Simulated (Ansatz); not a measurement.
# Energy, volume and coordination in Mg2O

These are results of DFT PBE, scalar-relativistic, plane waves, PAW (Ansatz 0.2.0), not measurements. Settings: cutoff 420 eV, Γ-centred meshes spaced at most about 0.3 Å⁻¹, and about 0.25 Å⁻¹ or finer for metals (2π included), Gaussian smearing. No spin polarisation.

All energies are static (0 K, no zero-point motion). Rows are sorted by volume; energies count from the lowest form computed. Coordination counts O atoms around Mg (those within 1.25 times the shortest such distance or 1.15 times the sum of covalent radii; a plus sign parts nearer from farther groups; the shortest distance is added where it is long for a bond; a slash parts the counts of unlike sites). The table shows 7 of 9 forms computed.

```
row                             form    source  atoms           coordination  V (Å³/atom)  gap on mesh (eV)  ΔE (meV/atom)
  1                           P4/nmm  invented      6                 Mg 1/5         13.7                 0             49
  2                            P-3m1  invented      6  Mg 3/6/6+6 from 4.2 Å         13.8                 0              0
  3  anti-cadmium iodide type, P-3m1  invented      3                   Mg 3         13.9                 0             72
  4      anti-anatase type, I4_1/amd  invented      6                   Mg 3         14.0                 0            147
  5       anti-rutile type, P4_2/mnm  invented      6                   Mg 3         14.3                 0            288
  6                            P-4m2  invented      3                   Mg 2         16.5                 0            151
  7                             Pmm2  invented      3                 Mg 1/2         21.6                 0              ?
```

The cell of row 7:

Space group Pmm2 (No. 25). a = 3.227 Å, b = 3.614 Å, c = 5.550 Å, α = 90.00°, β = 90.00°, γ = 90.00°
```
atom  site  symmetry       x       y       z
  Mg    1a       mm2  0.0000  0.0000  0.3782
  Mg    1c       mm2  0.5000  0.0000  0.9020
   O    1a       mm2  0.0000  0.0000  0.7198
```

Question: Estimate the missing energy, and say where the row ranks.

Answer: 0.41 eV/atom, which puts it above row 5, the highest in the table. Counting O atoms around Mg, row 7 has Mg 1/2 and the lowest form (row 2) has Mg 3/6/6+6 from 4.2 Å.

An observed structure of this formula, if there is one, may be missing.

No dispersion correction is applied, so the spacing and binding between layers, chains or molecules are poorly described (Pmm2), and this can change margins and order among such cells. Cells relaxed within their symmetry can be saddle points. Some candidate types were left out of the draw beforehand, so a known form may be missing.
